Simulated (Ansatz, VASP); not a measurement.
## BeS: VASP beside Ansatz

POSCAR

```
BeS
1.0
    0.0000000000      2.4249991143      2.4249991143
    2.4249991143      0.0000000000      2.4249991143
    2.4249991143      2.4249991143      0.0000000000
Be S
1 1
Direct
    0.0000000000      0.0000000000      0.0000000000
    0.7500000000      0.7500000000      0.7500000000
```

File INCAR.step1:

```
SYSTEM = BeS
PREC = Accurate
ENCUT = 520
ISMEAR = 0
SIGMA = 0.05
LREAL = .False.
LASPH = .True.
NELM = 100
NBANDS = 11
GGA = PE
ALGO = Normal
EDIFF = 1E-4
LWAVE = .True.
LCHARG = .False.
```

The input INCAR.step2:

```
SYSTEM = BeS
PREC = Accurate
ENCUT = 520
EDIFF = 1E-7
ISMEAR = 0
SIGMA = 0.05
LREAL = .False.
LASPH = .True.
NELM = 100
ALGO = Normal
ISIF = 2
LWAVE = .False.
LCHARG = .False.
METAGGA = R2SCAN
LMIXTAU = .True.
NBANDS = 11
ISTART = 1
```

The input KPOINTS:

```
regular mesh
0
Gamma
  12 12 12
  0 0 0
```

Input for Ansatz:

```yaml
crystal:
  lattice:
    - [0.0, 2.4249991143, 2.4249991143]
    - [2.4249991143, 0.0, 2.4249991143]
    - [2.4249991143, 2.4249991143, 0.0]
  atoms:
    - { symbol: Be, position: [0.0, 0.0, 0.0] }
    - { symbol: S, position: [0.75, 0.75, 0.75] }
basis:
  ecutwfc: 500
  ecutrho_ratio: 4
kpoints:
  mp_grid: { grid: [12, 12, 12] }
hamiltonian:
  xc: r2scan
scf:
  occupations: { method: gaussian, width: 0.05 }
output:
  forces: true
  stress: true
  eigenvalues: true
  eigenstates:
    kpoints:
      - [0.0, 0.0, 0.0]
      - [0.0, 0.004631407, 0.004631407]
      - [0.0, -0.004631407, -0.004631407]
      - [0.004631407, 0.0, 0.004631407]
      - [-0.004631407, 0.0, -0.004631407]
      - [0.004631407, 0.004631407, 0.0]
      - [-0.004631407, -0.004631407, 0.0]
      - [0.003274899, 0.003274899, 0.006549799]
      - [-0.003274899, -0.003274899, -0.006549799]
      - [0.003274899, 0.006549799, 0.003274899]
      - [-0.003274899, -0.006549799, -0.003274899]
      - [0.006549799, 0.003274899, 0.003274899]
      - [-0.006549799, -0.003274899, -0.003274899]
      - [0.005347888, 0.005347888, 0.005347888]
      - [-0.005347888, -0.005347888, -0.005347888]
      - [0.0, -0.5, -0.5]
      - [0.0, -0.495368593, -0.495368593]
      - [0.0, -0.504631407, -0.504631407]
      - [0.004631407, -0.5, -0.495368593]
      - [-0.004631407, -0.5, -0.504631407]
      - [0.004631407, -0.495368593, -0.5]
      - [-0.004631407, -0.504631407, -0.5]
      - [0.003274899, -0.496725101, -0.493450201]
      - [-0.003274899, -0.503274899, -0.506549799]
      - [0.003274899, -0.493450201, -0.496725101]
      - [-0.003274899, -0.506549799, -0.503274899]
      - [0.006549799, -0.496725101, -0.496725101]
      - [-0.006549799, -0.503274899, -0.503274899]
      - [0.005347888, -0.494652112, -0.494652112]
      - [-0.005347888, -0.505347888, -0.505347888]
    de_dk: true
    e_range: [-2.381912652144, 2.381912652119]
```

Alike in both runs: task single point; functional r2SCAN; k mesh 12 × 12 × 12; occupations gaussian, width 0.05 eV; no spin polarisation.

|  | VASP | Ansatz |
| --- | --- | --- |
| version | VASP 6.6.1 | Ansatz 0.2.0 |
| potentials or method | VASP PAW PBE potentials, release 64 (Be, S) | scalar-relativistic, plane waves, PAW |
| plane-wave cutoff (eV) | 520 | 500 |
| valence electrons in the cell | 8 | 8 |

Ansatz gave:

* gap on the k mesh at the Fermi level (eV): 3.56
* least direct gap on the mesh (eV): 6.23
* pressure (GPa): 1.1

Task: Estimate VASP's values.

Result: gap on the k mesh at the Fermi level (eV): 3.57; least direct gap on the mesh (eV): 6.26; pressure (GPa): 1.4.

The functional is the same, so the differences come from potentials, cutoffs and numerics.

Caveats: the PAW data sets were made with another functional, which shifts forces and pressure a little (VASP). A k mesh can miss the band edges. r2SCAN opens gaps a little over a GGA but as a rule still falls short of measured ones.
